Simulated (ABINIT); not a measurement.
# Ge (P6_3/mmc) in ABINIT: equation of state

Aim: energy against volume of Ge in PBE, for its equilibrium volume and stiffness.

Program: ABINIT 10.8.3 (patched build). These are calculated values, not measurements. Logs are shortened: lines on timing, memory, paths and dates and some standing lists are left out, and cuts for length are marked. The log counts tension as positive stress, the text compression.

## 1. Starting point

Symmetry: P6_3/mmc, No. 194, hexagonal system. Conventional cell: a = 3.998 Å, b = 3.998 Å, c = 6.599 Å, α = 90.00°, β = 90.00°, γ = 120.00°. Ge (site symmetry 3m) is surrounded by 4 Ge at 2.45 to 2.47 Å.

This isn't the form of Ge at room conditions, which is diamond.

## 2. Equation of state, PBE

Input file run.abi:

```
# Datasets: one volume each
ndtset 7
getwfk -1
scalecart1 3*0.9795861087
scalecart2 3*0.9864848297
scalecart3 3*0.9932883884
scalecart4 3*1.0000000000
scalecart5 3*1.0066227096
scalecart6 3*1.0131594038
scalecart7 3*1.0196128224

# Pseudopotentials
pp_dirpath "./"
pseudos "Ge.GGA_PBE-JTH.xml"

# Structure
acell 7.5543424031 7.5543424033 12.4710169184
rprim
     1.0000000000     0.0000000000     0.0000000000
    -0.5000000000     0.8660254038     0.0000000000
     0.0000000000     0.0000000000     1.0000000000
ntypat 1
znucl 32
natom 4
typat 1 1 1 1
xred
     0.3333333333     0.6666666667     0.9370987500
     0.6666666667     0.3333333333     0.4370987500
     0.3333333333     0.6666666667     0.5629012500
     0.6666666667     0.3333333333     0.0629012500

# Plane-wave basis
ecut 598.650497 eV
pawecutdg 44.0
pawxcdev 0

# k points
kptopt 1
ngkpt 8 8 4
nshiftk 1
shiftk 0.0 0.0 0.0

# Exchange and correlation
ixc 11

# Bands and occupations
nband 34
occopt 3
tsmear 0.00183747

# SCF cycle
nstep 100
tolvrs 1.0e-9

# Output
iomode 3
prtwf 1
prtden 0
prteig 0
prtebands 0
enunit 1
```

Potentials or basis: JTH PAW PBE v2.0.

Launch:

```
> abinit run.abi > log 2>&1
```

run.abo:

```text
.Version 10.8.3 of ABINIT
 DATASET    1 : space group P6_3/m m c (#194); Bravais hP (primitive hexag.)
================================================================================
 Values of the parameters that define the memory need for DATASET  1.
     intxc =       0    ionmov =       0      iscf =      17    lmnmax =      18
     lnmax =       6     mgfft =      54  mpssoang =       3    mqgrid =    3648
     natom =       4  nloc_mem =       2    nspden =       1   nspinor =       1
    nsppol =       1      nsym =      24    n1xccc =       1    ntypat =       1
    occopt =       3   xclevel =       2
       mpw =        2880          nfft =       55296          nkpt =          30
 PAW method is used; the additional fine FFT grid is defined by:
   mgfftf=        75    nfftf =    172800
================================================================================
================================================================================
[... 71 lines left out ...]
 DATASET    7 : space group P6_3/m m c (#194); Bravais hP (primitive hexag.)
================================================================================
 Values of the parameters that define the memory need for DATASET  7.
     intxc =       0    ionmov =       0      iscf =      17    lmnmax =      18
     lnmax =       6     mgfft =      54  mpssoang =       3    mqgrid =    3797
     natom =       4  nloc_mem =       2    nspden =       1   nspinor =       1
    nsppol =       1      nsym =      24    n1xccc =       1    ntypat =       1
    occopt =       3   xclevel =       2
       mpw =        3250          nfft =       69984          nkpt =          30
 PAW method is used; the additional fine FFT grid is defined by:
   mgfftf=        80    nfftf =    184320
================================================================================
================================================================================

--------------------------------------------------------------------------------
------------- Echo of variables that govern the present computation ------------
--------------------------------------------------------------------------------
 -outvars: echo values of preprocessed input variables --------
            acell      7.5543424031E+00  7.5543424033E+00  1.2471016918E+01 Bohr
              amu      7.26100000E+01
             ecut      2.20000000E+01 Hartree
           enunit           1
           getwfk          -1
              ixc          11
           jdtset        1    2    3    4    5    6    7
         kptrlatt        8    0    0      0    8    0      0    0    4
          kptrlen1     4.88657397E+01
          kptrlen2     4.92098760E+01
          kptrlen3     4.95492652E+01
          kptrlen4     4.98840677E+01
          kptrlen5     5.02144354E+01
          kptrlen6     5.05405123E+01
          kptrlen7     5.08624350E+01
            natom           4
            nband          34
           ndtset           7
            ngfft1         32      32      54
            ngfft2         32      32      54
            ngfft3         32      32      54
            ngfft4         32      32      54
            ngfft5         36      36      54
            ngfft6         36      36      54
            ngfft7         36      36      54
          ngfftdg1         48      48      75
          ngfftdg2         48      48      75
          ngfftdg3         48      48      75
          ngfftdg4         48      48      80
          ngfftdg5         48      48      80
          ngfftdg6         48      48      80
          ngfftdg7         48      48      80
             nkpt          30
            nstep         100
             nsym          24
           ntypat           1
           occopt           3
        pawecutdg      4.40000000E+01 Hartree
         pawxcdev           0
           prtden           0
        prtebands           0
           prteig           0
            rprim1     9.7958610870E-01  0.0000000000E+00  0.0000000000E+00
                      -4.8979305435E-01  8.4834645534E-01  0.0000000000E+00
                       0.0000000000E+00  0.0000000000E+00  9.7958610870E-01
            rprim2     9.8648482970E-01  0.0000000000E+00  0.0000000000E+00
                      -4.9324241485E-01  8.5432092298E-01  0.0000000000E+00
                       0.0000000000E+00  0.0000000000E+00  9.8648482970E-01
            rprim3     9.9328838840E-01  0.0000000000E+00  0.0000000000E+00
                      -4.9664419420E-01  8.6021297765E-01  0.0000000000E+00
                       0.0000000000E+00  0.0000000000E+00  9.9328838840E-01
            rprim4     1.0000000000E+00  0.0000000000E+00  0.0000000000E+00
                      -5.0000000000E-01  8.6602540380E-01  0.0000000000E+00
                       0.0000000000E+00  0.0000000000E+00  1.0000000000E+00
            rprim5     1.0066227096E+00  0.0000000000E+00  0.0000000000E+00
                      -5.0331135480E-01  8.7176083856E-01  0.0000000000E+00
                       0.0000000000E+00  0.0000000000E+00  1.0066227096E+00
            rprim6     1.0131594038E+00  0.0000000000E+00  0.0000000000E+00
                      -5.0657970190E-01  8.7742178179E-01  0.0000000000E+00
                       0.0000000000E+00  0.0000000000E+00  1.0131594038E+00
            rprim7     1.0196128224E+00  0.0000000000E+00  0.0000000000E+00
                      -5.0980641120E-01  8.8301060624E-01  0.0000000000E+00
                       0.0000000000E+00  0.0000000000E+00  1.0196128224E+00
          spgroup         194
           tolvrs      1.00000000E-09
           tsmear      1.83747000E-03 Hartree
            typat      1  1  1  1
           useylm           1
           xangst1    -3.4558396717E-11  2.2608918518E+00  6.0580238320E+00
                       1.9579897788E+00  1.1304459259E+00  2.8256943512E+00
                      -3.4558396717E-11  2.2608918518E+00  3.6389646103E+00
                       1.9579897788E+00  1.1304459259E+00  4.0663512950E-01
           xangst2    -3.4801627244E-11  2.2768141500E+00  6.1006873772E+00
                       1.9717788935E+00  1.1384070750E+00  2.8455942628E+00
                      -3.4801627244E-11  2.2768141500E+00  3.6645919659E+00
                       1.9717788935E+00  1.1384070750E+00  4.0949885152E-01
           xangst3    -3.5041646030E-11  2.2925168128E+00  6.1427624132E+00
                       1.9853777984E+00  1.1462584064E+00  2.8652196712E+00
                      -3.5041646030E-11  2.2925168128E+00  3.6898658128E+00
                       1.9853777984E+00  1.1462584064E+00  4.1232307080E-01
           xangst4    -3.5278688077E-11  2.3080072611E+00  6.1842688235E+00
                       1.9987929202E+00  1.1540036306E+00  2.8845798508E+00
                      -3.5278688077E-11  2.3080072611E+00  3.7147980948E+00
                       1.9987929202E+00  1.1540036306E+00  4.1510912200E-01
           xangst5    -3.5511970049E-11  2.3232925230E+00  6.2252254400E+00
                       2.0120303452E+00  1.1616462615E+00  2.9036835854E+00
                      -3.5511970049E-11  2.3232925230E+00  3.7394001238E+00
                       2.0120303452E+00  1.1616462615E+00  4.1785826916E-01
           xangst6    -3.5742745289E-11  2.3383792607E+00  6.2656501142E+00
                       2.0250958433E+00  1.1691896303E+00  2.9225392018E+00
[... 16 lines left out ...]
                      -6.6219113997E-11  4.3322289153E+00  6.9728358275E+00
                       3.7518202955E+00  2.1661144577E+00  7.7917767920E-01
            xcart4    -6.6667058548E-11  4.3615016202E+00  1.1686574365E+01
                       3.7771712015E+00  2.1807508101E+00  5.4510659063E+00
                      -6.6667058548E-11  4.3615016202E+00  7.0199510121E+00
                       3.7771712015E+00  2.1807508101E+00  7.8444255294E-01
            xcart5    -6.7107897584E-11  4.3903865788E+00  1.1763971154E+01
                       3.8021863095E+00  2.1951932894E+00  5.4871667328E+00
                      -6.7107897584E-11  4.3903865788E+00  7.0664421091E+00
                       3.8021863095E+00  2.1951932894E+00  7.8963768816E-01
            xcart6    -6.7543999584E-11  4.4188963812E+00  1.1840362717E+01
                       3.8268765226E+00  2.2094481906E+00  5.5227986837E+00
                      -6.7543999584E-11  4.4188963812E+00  7.1123293822E+00
                       3.8268765226E+00  2.2094481906E+00  7.9476534925E-01
            xcart7    -6.7974032283E-11  4.4470429768E+00  1.1915781073E+01
                       3.8512521895E+00  2.2235214884E+00  5.5579766938E+00
                      -6.7974032283E-11  4.4470429768E+00  7.1576320646E+00
                       3.8512521895E+00  2.2235214884E+00  7.9982768541E-01
             xred      3.3333333333E-01  6.6666666667E-01  9.3709875000E-01
                       6.6666666667E-01  3.3333333333E-01  4.3709875000E-01
                       3.3333333333E-01  6.6666666667E-01  5.6290125000E-01
                       6.6666666667E-01  3.3333333333E-01  6.2901250000E-02
            znucl       32.00000

================================================================================

 chkinp: Checking input parameters for consistency, jdtset=   1.

 chkinp: Checking input parameters for consistency, jdtset=   2.

 chkinp: Checking input parameters for consistency, jdtset=   3.

 chkinp: Checking input parameters for consistency, jdtset=   4.
[... 39 lines left out ...]
--- Pseudopotential description ------------------------------------------------
- pspini: atom type   1  psp file is ./Ge.GGA_PBE-JTH.xml
 Pseudopotential format is: paw10
 basis_size (lnmax)=  6 (lmn_size= 18), orbitals=   0   0   1   1   2   2
 Spheres core radius: rc_sph= 2.30476891
 Shapefunction is SIN type: shapef(r)=[sin(pi*r/rshp)/(pi*r/rshp)]**2
 Radius for shape functions =  1.99988291
 Compensation charge density is not taken into account in XC energy/potential

   4.53893937E+03                                ecore*ucvol(ha*bohr**3)
--------------------------------------------------------------------------------

[... 7 lines left out ...]

     iter   Etot(hartree)      deltaE(h)  residm     nres2
 ETOT  1  -379.70779288782    -3.797E+02 3.748E+00 5.137E+00
 ETOT  2  -382.32257407872    -2.615E+00 3.776E-01 3.456E+00
 ETOT  3  -382.31292411981     9.650E-03 9.558E-02 1.091E+00
 ETOT  4  -382.30823187906     4.692E-03 1.985E-01 1.348E-01
 ETOT  5  -382.30757293893     6.589E-04 2.887E-02 1.716E-02
 ETOT  6  -382.30773887862    -1.659E-04 1.339E-02 2.369E-03
 ETOT  7  -382.30774139849    -2.520E-06 2.398E-03 1.757E-04
 ETOT  8  -382.30774139633     2.158E-09 3.005E-03 6.569E-06
 ETOT  9  -382.30774171056    -3.142E-07 7.548E-04 5.463E-06
 ETOT 10  -382.30774166946     4.110E-08 7.110E-04 1.044E-07
 ETOT 11  -382.30774167322    -3.758E-09 3.817E-04 1.047E-08
[... 1410 lines left out ...]
 Cartesian components of stress tensor (hartree/bohr^3)
  sigma(1 1)=  3.84667838E-05  sigma(3 2)=  0.00000000E+00
  sigma(2 2)=  3.84667829E-05  sigma(3 1)=  0.00000000E+00
  sigma(3 3)=  4.89152893E-05  sigma(2 1)=  1.63124745E-13

-Cartesian components of stress tensor (GPa)         [Pressure= -1.2342E+00 GPa]
- sigma(1 1)=  1.13173185E+00  sigma(3 2)=  0.00000000E+00
- sigma(2 2)=  1.13173183E+00  sigma(3 1)=  0.00000000E+00
- sigma(3 3)=  1.43913750E+00  sigma(2 1)=  4.79929570E-09

== END DATASET(S) ==============================================================
================================================================================

 -outvars: echo values of variables after computation  --------
            acell      7.5543424031E+00  7.5543424033E+00  1.2471016918E+01 Bohr
           etotal1    -3.8230774167E+02
           etotal2    -3.8231078614E+02
           etotal3    -3.8231306891E+02
           etotal4    -3.8231466779E+02
           etotal5    -3.8231567884E+02
           etotal6    -3.8231613594E+02
           etotal7    -3.8231610179E+02
            fcart1     1.4554585561E-28 -1.2604640837E-27 -6.5404043443E-04
                      -4.3663756684E-28 -2.5209281675E-28 -6.5404043443E-04
                      -4.3663756684E-28  1.0924022059E-27  6.5404043443E-04
                       7.2772927807E-28  4.2015469458E-28  6.5404043443E-04
            fcart2    -0.0000000000E+00 -1.3350926519E-27 -4.6122529876E-04
                      -0.0000000000E+00  1.3350926519E-27 -4.6122529876E-04
                      -0.0000000000E+00 -1.3350926519E-27  4.6122529876E-04
                      -0.0000000000E+00  1.3350926519E-27  4.6122529876E-04
            fcart3     5.7415228046E-28 -3.3148697365E-28 -3.3889752437E-04
                      -5.7415228046E-28  3.3148697365E-28 -3.3889752437E-04
                      -0.0000000000E+00 -6.6297394733E-28  3.3889752437E-04
                      -0.0000000000E+00  6.6297394733E-28  3.3889752437E-04
            fcart4     1.4257469834E-28  2.0578885115E-27 -2.9769777705E-04
                      -9.9802288836E-28 -3.2103060780E-27 -2.9769777705E-04
                       7.1287349169E-28  4.1157770232E-28  2.9769777705E-04
[... 58 lines left out ...]
                      -3.5041646030E-11  2.2925168128E+00  3.6898658128E+00
                       1.9853777984E+00  1.1462584064E+00  4.1232307080E-01
           xangst4    -3.5278688077E-11  2.3080072611E+00  6.1842688235E+00
                       1.9987929202E+00  1.1540036306E+00  2.8845798508E+00
                      -3.5278688077E-11  2.3080072611E+00  3.7147980948E+00
                       1.9987929202E+00  1.1540036306E+00  4.1510912200E-01
           xangst5    -3.5511970049E-11  2.3232925230E+00  6.2252254400E+00
                       2.0120303452E+00  1.1616462615E+00  2.9036835854E+00
                      -3.5511970049E-11  2.3232925230E+00  3.7394001238E+00
                       2.0120303452E+00  1.1616462615E+00  4.1785826916E-01
           xangst6    -3.5742745289E-11  2.3383792607E+00  6.2656501142E+00
                       2.0250958433E+00  1.1691896303E+00  2.9225392018E+00
                      -3.5742745289E-11  2.3383792607E+00  3.7636826229E+00
                       2.0250958433E+00  1.1691896303E+00  4.2057171055E-01
           xangst7    -3.5970308793E-11  2.3532737977E+00  6.3055597896E+00
                       2.0379948907E+00  1.1766368988E+00  2.9411546031E+00
                      -3.5970308793E-11  2.3532737977E+00  3.7876557700E+00
                       2.0379948907E+00  1.1766368988E+00  4.2325058348E-01
             xred      3.3333333333E-01  6.6666666667E-01  9.3709875000E-01
                       6.6666666667E-01  3.3333333333E-01  4.3709875000E-01
                       3.3333333333E-01  6.6666666667E-01  5.6290125000E-01
                       6.6666666667E-01  3.3333333333E-01  6.2901250000E-02
 Calculation completed.
```

Run time: 18 min. Hardware: 1 thread of Intel Xeon Platinum 8259CL at 2.50GHz (Skylake/Cascade Lake), shared host; peak memory 0.26 GiB.

Results:

```
Equilibrium volume                        : 23.94 Å³/atom
Bulk modulus at fixed shape and positions : 58 GPa
Pressure derivative of the bulk modulus   : 4.7 (rough: it moves with the points fitted)
```

Energy against volume, from the lowest point:
```tsv
volume (Å³/atom)	energy (meV/atom)
21.463	57.10
21.920	36.39
22.377	20.86
22.833	9.99
23.290	3.11
23.747	0.00
24.203	0.23
```

Caveat: pressures at fixed basis lie under the slope of the energies; the cell was scaled at fixed shape and fractional positions, which overstates the stiffness of a crystal with free parameters, most of all of layers and chains; the atomic spheres overlap.
